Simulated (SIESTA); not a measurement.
PbS: equation of state with PBEsol

The system is PbS.

```xyz
2
Lattice="2.1127 1.2197 3.4519 -2.1127 1.2197 3.4519 0.0000 -2.4395 3.4519" Properties=species:S:1:pos:R:3 pbc="T T T"
Pb    0.0000    0.0000   10.1545
S     0.0000    0.0000    4.9193
```

The cell is a database's computed one.

```yaml
Program: SIESTA 5.4.2
Task: equation of state
Functional: PBEsol
Potentials_or_basis: PseudoDojo 0.4 standard (PBEsol files)
Basis: DZP (energy shift 0.003 Ry; two zetas on semicore shells)
Grid_cutoff: 500 Ry
Energy_shift: 0.003 Ry
k_mesh: 8 × 8 × 8
Occupations: fermi-dirac, width 0.05 eV
Spin: no spin polarisation
```

| Quantity | Value |
| --- | --- |
| Equilibrium volume | 26.09 Å³/atom |
| Bulk modulus at fixed shape and positions | 59 GPa |
| Pressure derivative of the bulk modulus | 4.4 |

Energy against volume, from the lowest point:
| volume (Å³/atom) | energy (meV/atom) |
| --- | --- |
| 25.085 | 7.68 |
| 25.618 | 1.57 |
| 26.152 | 0.00 |
| 26.686 | 2.29 |
| 27.220 | 8.18 |
| 27.753 | 17.31 |
| 28.287 | 29.22 |

All runs of the series together: 3.8 min on 1 thread of Arm Neoverse V1, with other jobs on the host.

Caveat: the cell was scaled at fixed shape and fractional positions, which overstates the stiffness of a crystal with free parameters, most of all of layers and chains; the basis of atomic orbitals isn't converged, which shifts pressures, moduli and gaps. Spin-orbit coupling is left out, which matters for the levels of Pb.
